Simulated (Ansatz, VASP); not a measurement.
**F in VASP and in Ansatz**

File INCAR:

```
PREC = Accurate
ENCUT = 520
EDIFF = 1E-6
ISMEAR = -1
SIGMA = 0.05
LREAL = F
LASPH = T
NELM = 100
ALGO = Normal
ISIF = 2
LWAVE = F
LCHARG = T
GGA = PE
LELF = T
LVHAR = T
NBANDS = 10
```

KPOINTS

```
regular mesh
0
Gamma
  17 17 17
```

The input POSCAR:

```
F
1.0
    2.1153186052      0.0000000000      0.0000000000
    0.0000000000      2.1153186052      0.0000000000
    0.0000000000      0.0000000000      2.1153186052
F
1
Direct
    0.0000000000      0.0000000000      0.0000000000
```

Input for Ansatz:

```yaml
crystal:
  lattice:
    - [2.1153186052, 0.0, 0.0]
    - [0.0, 2.1153186052, 0.0]
    - [0.0, 0.0, 2.1153186052]
  atoms:
    - { symbol: F, position: [0.0, 0.0, 0.0] }
kpoints:
  mp_grid: { grid: [17, 17, 17] }
  band_path:
    path:
      - [0.0, 0.0, 0.0]
      - [0.0, 0.5, 0.0]
      - [0.5, 0.5, 0.0]
      - [0.0, 0.0, 0.0]
      - [0.5, 0.5, 0.5]
      - [0.0, 0.5, 0.0]
      - [0.5, 0.5, 0.5]
      - [0.5, 0.5, 0.0]
    npoints: 8
scf:
  occupations: { method: fermi_dirac, width: 0.05 }
hamiltonian:
  xc: pbe
  pseudopotentials: { kind: all_electron, lapw: { basis_error: 0.001 } }
output:
  forces: true
  stress: true
  eigenvalues: true
  populations: true
  dos: { projected: true, de: 0.2, e_range: [-14, 8] }
```

Change from the starting cell: volume scaled by 0.9, LAPW.

Alike in both runs: task single point; functional PBE; k mesh 17 × 17 × 17; occupations fermi-dirac, width 0.05 eV; no spin polarisation.

|  | VASP | Ansatz |
| --- | --- | --- |
| version | VASP 6.6.1 | Ansatz 0.2.0 |
| potentials or method | VASP PAW PBE potentials, release 64 (F) | all-electron LAPW, scalar-relativistic |
| plane-wave cutoff (eV) | 520 | see its input |

Ansatz gave:

| Item | Value |
| --- | --- |
| pressure (GPa) | 8.5 |

**Question.** Estimate VASP's values.

**Answer.** Pressure (GPa): 7.8.

Ansatz ran all-electron here, so the differences hold the error of VASP's frozen core and of both bases.

Caveats: an odd number of electrons without spin polarisation forces a metal; a magnetic or distorted state may lie lower.
